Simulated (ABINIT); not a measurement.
A run of ABINIT 10.8.3 (patched build) is set up as follows.

Contents of run.abi:

```
# Pseudopotentials
pp_dirpath "./"
pseudos "Hf.LDA_PW-JTH.xml, B.LDA_PW-JTH.xml"

# Structure
acell 3*1.0
rprim
     5.9755199862    -0.0355211820     0.0758762834
    -3.0185218998     5.1498646273     0.0298387755
     0.0840928125     0.0867365394     6.5412057222
ntypat 2
znucl 72 5
natom 3
typat 1 2 2
xcart
     0.0000000000     0.0000000000     0.0000000000
     1.5978783335     0.9188151666     1.7627598333
     0.0113976665     1.8334778334     1.7546391667 Angstrom
chkprim 0
chksymtnons 0
tolsym 1.0e-6

# Plane-wave basis
ecut 13.0
pawecutdg 26.0

# k points
kptopt 1
ngkpt 8 8 6
nshiftk 1
shiftk 0.0 0.0 0.0

# Exchange and correlation
ixc 7

# Bands and occupations
nband 13
occopt 3
tsmear 0.00183747

# SCF cycle
nstep 100
tolvrs 1.0e-9

# Output
iomode 3
prtwf 0
prtden 0
prteig 0
prtebands 0
enunit 1
```

Potentials or basis: JTH PAW LDA v2.0.

Command:

```sh
$ abinit run.abi > log 2>&1
```

Task: Predict the band gap on the k mesh.

Result: None (metal or under the smearing width).

Task: Estimate the largest force.

Result: 0.051 eV/Å.

Forces in eV/Å, atoms in the order of the input:
```
Hf   0.000  0.000  0.000
B    0.046 -0.021 -0.002
B   -0.046  0.021  0.002
```

 Spin-orbit coupling is left out, which matters for the levels of Hf.
